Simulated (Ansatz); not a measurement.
Er in several cubic structure types, each at its own equilibrium volume.

Theory: PBE, plane waves, PAW datasets (generated soft set 1) in Ansatz 0.2.0 development build.

Settings: cutoff 420 eV; no spin polarisation; Fermi–Dirac smearing of 0.0612 eV; k-meshes 38³ (bcc), 36³ (fcc), 33³ (simple cubic).

**Question.** Rank the structures by energy per atom, lowest first.
A. bcc
B. simple cubic
C. fcc

**Answer.** A (0.0 meV/atom), C (18.2 meV/atom), B (503 meV/atom).

**Question.** Give the equilibrium volume and bulk modulus of each.

**Answer.** 
```tsv
structure	V₀ (Å³/atom)	B₀ (GPa)
bcc	33.88	19.0
fcc	34.76	17.0
simple cubic	35.87	12.7
```

Only these cubic types are compared here; the real ground state can be another structure or magnetic.

Model structures, not the usual forms at ambient conditions (metastable or hypothetical): Er (bcc type), Er (fcc type), Er (simple cubic type). The open f shell is treated without spin here, so this is a model state and not the ground state.
